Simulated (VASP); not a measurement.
Runs of VASP 6.6.1 on AlN. It takes space group Fm-3m (No. 225, cubic). Conventional cell: a = 4.044 Å, b = 4.044 Å, c = 4.044 Å, α = 90.00°, β = 90.00°, γ = 90.00°. Al (site symmetry m-3m) has 6 N at 2.02 Å as nearest neighbours. N (site symmetry m-3m) is surrounded by 6 Al at 2.02 Å. Measurements of this composition are mostly on another form, of space group No. 186.

```tsv
task	level	cell	gap on the mesh (eV)	pressure (GPa)
relaxation of the atoms	PBEsol	atoms relaxed from: a relaxed cell with its volume scaled by 1.06	4.01	-13.7
relaxation of the atoms	PBEsol	atoms relaxed	4.55	0.0
relaxation of cell and atoms	PBEsol	relaxed	4.55	0.0
relaxation of cell and atoms	PBE	relaxed	(a)	-0.1
relaxation of the atoms	PBEsol	atoms relaxed from: a relaxed cell with its volume scaled by 1.02	4.36	-5.0
```

Alike in all rows: potentials or basis VASP PAW PBE potentials, release 64 (Al, N); no spin polarisation; k mesh 12 × 12 × 12; cutoff (eV) 600; smearing gaussian 0.03 eV.

Fill in the values left out.

(a) 4.42.

Caveats: the relaxation stopped at its first step, so nothing moved; the PAW data sets were made with another functional, which shifts forces and pressure a little (some runs).

A k mesh can miss the band edges.
